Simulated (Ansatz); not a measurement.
A series in volume scale on As

Results calculated with Ansatz 0.2.0, not measured. Plane-wave DFT, scalar-relativistic PAW made under PBE with cores redone for the functional, no dispersion; the given relaxed cell is scaled uniformly, energy at zero smearing counts from the unscaled cell, pressure at the given Fermi-Dirac smearing is positive in compression.

The cell before it is scaled or strained (space group Fd-3m, No. 227):
```
cell vectors (Å)
   0.0000     3.0825     3.0825
   3.0825     0.0000     3.0825
   3.0825     3.0825     0.0000
atoms (fractions of the cell vectors)
As  0.12500  0.12500  0.12500
As  0.87500  0.87500  0.87500
```

Settings of every row: spin polarised no; functional revPBE; wave cutoff 420 eV; smearing width 0.1 eV; k mesh 10x10x10.

Atom starting moment: 0 on all atoms.

Limits: the cell comes from a prototype or a list of computed structures and needn't be the stable phase.

```
row  volume scale  V (Å³/atom)  pressure (GPa)  energy change per atom (meV)
  1          0.88       25.775            6.77                         66.47
  2          0.92       26.946               ?                             ?
  3          0.96       28.118            1.73                          5.85
  4          1.04       30.461           -1.72                          6.84
  5          1.08       31.632              -3                         24.12
  6          1.12       32.804           -4.05                         49.96
```

Question: what pressure and energy change per atom should row 2 give?

Worked fit of pressure. Take u = (V_r/V)^(2/3) − 1 with V_r = 30.461 Å³ an atom, which is twice the finite (Eulerian) strain; such expansions in the strain, on which the Birch-Murnaghan equation of state is built, carry the rest volume and the bulk modulus. The shown rows have u = 0.1178, 0.05481, 0, -0.02483, -0.0482. Least squares give pressure = −1.722 + 55.166 × u + 143.56 × u² GPa; a straight line predicts inner rows, each left out in turn, worse (root mean square 0.48 against 0.0054 GPa). All shown rows lie on it to the printed digit. The pressure vanishes at u = 0.0290, or V = 29.18 Å³ an atom, and there the bulk modulus at fixed shape and fractions is B = −V dP/dV = (2/3)(1 + u) dP/du = 43.6 GPa. The withheld row has u = 0.08518, so the fit gives −1.722 + 55.166 × (0.08518) + 143.56 × (0.08518)² = 4.02 GPa.

The calculation gave 4.01 GPa. The fit lies 0.01 GPa (0.092 % of the column's range) above it, one unit of the last digit.

Worked fit of energy change per atom. Take u = (V_r/V)^(2/3) − 1 with V_r = 30.461 Å³ an atom, which is twice the finite (Eulerian) strain; such expansions in the strain, on which the Birch-Murnaghan equation of state is built, carry the rest volume and the bulk modulus. The shown rows have u = 0.1178, 0.05481, 0, -0.02483, -0.0482. Least squares give energy change per atom = 6.989 − 484.355 × u + 8401.71 × u² meV; a straight line predicts inner rows, each left out in turn, worse (root mean square 28 against 0.28 meV). The rows lie off it by -0.05, 0.17, -0.15, -0.08, 0.11 (root mean square 0.12 meV). Its lowest point lies at u = 0.0288, or V = 29.19 Å³ an atom, and the curvature there gives the bulk modulus at fixed shape and fractions, B = (4/9)(1 + u)² E″(u)/V = 43.4 GPa. The withheld row has u = 0.08518, so the fit gives 6.989 − 484.355 × (0.08518) + 8401.71 × (0.08518)² = 26.69 meV.

The calculation gave 26.99 meV. The fit lies 0.30 meV (1.1 % of the value, 0.49 % of the column's range) below it; its largest miss of a shown row is 0.17 meV.
